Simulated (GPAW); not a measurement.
The system is Te2Mo.

```
Te Mo
1.0
     3.51820    0.00000    0.00000
    -1.75910    3.04685    0.00000
     0.00000    0.00000   13.97360
Te Mo
4 2
Direct
  0.66667 0.33333 0.37900
  0.33333 0.66667 0.87900
  0.66667 0.33333 0.12100
  0.33333 0.66667 0.62100
  0.66667 0.33333 0.75000
  0.33333 0.66667 0.25000
```

Program: GPAW 26.7.0. Alike in all runs: cell as given. Hardware: 1 thread of AMD EPYC 9R45 96-Core Processor (Zen 5) (shared host).

**Question.** Order these runs on this cell by their wall time, lowest first.
A. task dielectric tensor; level LDA; potentials or basis the program's PAW data sets (release 1.2.1) made for this functional, pw; spin off; k mesh 7 × 7 × 2; cutoff (eV) 450; smearing fermi-dirac 0.001 eV; maxiter 150; response ecut 80 eV; response k mesh 14 × 14 × 3; response bands 74
B. task band structure; level mBEEF; potentials or basis GPAW PAW data sets (gpaw-data 1.2.1), pw; spin SOC, no magnetisation; k mesh 5 × 5 × 2; cutoff (eV) 600; smearing fermi-dirac 0.05 eV; maxiter 150
C. task single point; level LDA; potentials or basis the program's PAW data sets (release 1.2.1) made for this functional, pw; spin off; k mesh 7 × 7 × 2; cutoff (eV) 450; smearing fermi-dirac 0.05 eV; maxiter 120; convergence default

**Answer.** C (20 s), B (280 s), A (690 s).

Caveats: the long-wavelength limit can be off by several per cent where d states take part (some runs); spin-orbit coupling was added after a scalar SCF, so levels and gaps hold it while energy, forces, pressure and moments don't (some runs).
